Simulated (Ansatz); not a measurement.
A 3-atom cell of Te (P3_121) from a materials database, relaxed with r2SCAN+rVV10 in Ansatz. The symmetry is P3_121 (No. 152, trigonal); a = 4.471 Å, c = 5.949 Å in the conventional setting, 34.33 Å³ an atom. Te has 2 Te at 2.85 Å.

The axes x, y and z are those of this cell:
```
CELL_PARAMETERS angstrom
4.47126 0.00000 0.00000
-2.23563 3.87222 0.00000
0.00000 0.00000 5.94875
ATOMIC_POSITIONS crystal
Te 0.26419 0.00000 0.33333
Te 0.00000 0.26419 0.66667
Te 0.73581 0.73581 0.00000
```

Unstrained: The r2SCAN gap is indirect, 0.329 eV (k = (1/3, 1/3, 0.470) to H), below the direct gap of 0.360 eV at H. The HSE06 gap is indirect, 0.602 eV (k = (1/3, 1/3, 0.470) to H), below the direct gap of 0.632 eV at H. Meshes: r2SCAN 6×6×4, HSE06 6×6×4. Strains are changes of length per length, and xy shears are angles. After each strain the atoms were relaxed again with r2SCAN+rVV10 within the symmetry that the strain leaves, so tilts or polar shifts that break it weren't tested; points keep the names that they have in the unstrained zone. No spin polarisation and no zero-point or thermal motion.

Q: Estimate what biaxial -5.89 % in x and y, z held does to the gap.

A: r2SCAN: the gap goes from 0.329 to 0.069 eV (-0.260 eV); it turns from indirect ((1/3, 1/3, 0.470) → H) to direct (H); least and direct gap lie within 0.04 eV, so its kind isn't settled; so small a gap is at the limit of these settings. HSE06: the gap goes from 0.602 to 0.282 eV (-0.320 eV); it turns from indirect ((1/3, 1/3, 0.470) → H) to direct (H); least and direct gap lie within 0.04 eV, so its kind isn't settled.

Q: Apply xy shear, engineering strain (angle) +0.75 %. How far does the gap move, against the unstrained cell?

A: r2SCAN: the gap goes from 0.329 to 0.329 eV (0.000 eV). HSE06: the gap goes from 0.602 to 0.601 eV (-0.001 eV).

No spin-orbit coupling is included; it can move band edges with weight on the heavy atoms by tenths of an eV.

Where an edge lies off the special points, it is a point of the mesh or the k point where a search put PBE's edge or least direct gap, reused for the other functionals, whose own edges may lie a little apart.

Gaps or overlaps of about a tenth of an eV are at the limit of these meshes: between the points read a gap can be smaller or closed.

Coordinates of k points refer to the reciprocal vectors of the primitive cell of the runs.

The meshes of the hybrids are coarse, so their gaps aren't converged to the digits shown.
